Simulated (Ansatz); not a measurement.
La2O3:

```
CELL_PARAMETERS angstrom
6.26678 0.00000 0.00000
-3.13339 5.42719 0.00000
0.00000 0.00000 3.29977
ATOMIC_POSITIONS crystal
La 0.66667 0.33333 0.50000
La 0.33333 0.66667 0.50000
O 0.50801 0.00000 0.00000
O 0.00000 0.50801 0.00000
O 0.49199 0.49199 0.00000
```

The cell comes from a database or a generator and needn't be the stable form of this composition.

```yaml
Program: Ansatz 0.2.0
Task: relaxation of cell and atoms
Functional: LDA
Potentials_or_basis: Ansatz PAW
Cutoff: "420 eV (not typed: the program's choice for these potentials)"
k_mesh: 5 × 5 × 8
Occupations: fermi-dirac, width 0.05 eV
Spin: no spin polarisation
```

At the start: volume 22.45 Å³/atom.

Problem. Where does the relaxation end?

Solution. It ends after 7 steps and the volume is 21.89 Å³/atom (-2.5 %); space group P6/mmm (No. 191, to 0.05 Å).

The path:
```
step  energy change (eV)  largest force (eV/Å)  volume (Å³)
   1              0.0000                0.0733       112.23
   2             -0.0595                0.0327       109.57
   3             -0.0604                0.0232       109.45
   4             -0.0609                0.0017       109.53
   5             -0.0546                0.0017       109.53
   6             -0.0549                0.0001       109.44
   7             -0.0546                0.0001       109.44
```

Final structure:
```
La O
1.0
     6.25384    0.00000    0.00000
    -3.12692    5.41598    0.00000
     0.00000    0.00000    3.23107
La O
2 3
Direct
  0.66667 0.33333 0.50000
  0.33333 0.66667 0.50000
  0.50002 0.00000 0.00000
  0.00000 0.50002 0.00000
  0.49998 0.49998 0.00000
```

Caveat: the plane-wave basis is chosen anew once the cell has moved, so the energies of steps on either side of that aren't comparable; the pressure holds a Pulay correction of +0.4 GPa for the finite cutoff; the PAW data sets come from PBE, with cores solved anew for the run's functional, which leaves a small shift of forces and pressure.
